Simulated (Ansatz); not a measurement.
LiF (rocksalt), relaxed with r2SCAN in Ansatz 0.2.0. It is cubic, Fm-3m (No. 225); conventional cell a = 3.990 Å, 7.94 Å³ an atom. Around Li lie 6 F at 1.99 Å; around F lie 6 Li at 1.99 Å.

The axes x, y and z are those of this cell:
```
Li F
1.0
     0.00000    1.99487    1.99487
     1.99487    0.00000    1.99487
     1.99487    1.99487    0.00000
Li F
1 1
Direct
  0.00000 0.00000 0.00000
  0.50000 0.50000 0.50000
```

Unstrained: PBE gives an indirect gap of 9.347 eV, from Γ–K (0.17 of the way from Γ) to Γ; the least direct gap is 9.348 eV at Γ. Least and direct gap differ so little that the kind isn't settled. The r2SCAN gap is direct at Γ: 10.330 eV. HSE06 gives an indirect gap of 11.674 eV, from Γ–K (0.17 of the way from Γ) to Γ; the least direct gap is 11.675 eV at Γ. Least and direct gap differ so little that the kind isn't settled. Meshes: PBE 10×10×10, r2SCAN 10×10×10, HSE06 8×8×8. Strains are changes of length per length, and xy shears are angles. After each strain the atoms were relaxed again with r2SCAN within the symmetry that the strain leaves, so tilts or polar shifts that break it weren't tested; points keep the names that they have in the unstrained zone. Calculated for a static, non-magnetic cell.

Q: Estimate what isotropic +5.81 % on every length does to the gap.

A: PBE: the gap goes from 9.347 to 7.941 eV (-1.406 eV). r2SCAN: the gap goes from 10.330 to 8.863 eV (-1.467 eV). HSE06: the gap goes from 11.674 to 10.162 eV (-1.512 eV); least and direct gap lie within 0.04 eV, so its kind isn't settled. The r2SCAN energy rises by 48.4 meV an atom.

Q: One strain changed the r2SCAN stress by xx +0.19, yy +0.19, zz -0.12, xy -3.55 GPa (compression positive) and the gap by -0.157 eV (PBE), -0.159 eV (r2SCAN), -0.157 eV (HSE06). Which kind of strain was it, and roughly how large?

A: Xy shear, engineering strain (angle) +5.25 %. The pattern of the stress gives the kind; the size needs the stiffness, so it is an estimate.

Q: For epitaxial -3.11 % in the plane normal to [111], how far does the free direction move, and what happens to the gap?

A: The normal strain at zero normal stress is +1.23 %, 0.40 of the in-plane strain with the sign turned. PBE: the gap goes from 9.347 to 9.727 eV (+0.380 eV); least and direct gap lie within 0.04 eV, so its kind isn't settled. r2SCAN: the gap goes from 10.330 to 10.731 eV (+0.401 eV). HSE06: the gap goes from 11.674 to 12.088 eV (+0.414 eV); least and direct gap lie within 0.04 eV, so its kind isn't settled.

Where an edge lies off the special points, it is a point of the mesh or the k point where a search put PBE's edge or least direct gap, reused for the other functionals, whose own edges may lie a little apart.

The meshes of the hybrids are coarse, so their gaps aren't converged to the digits shown.
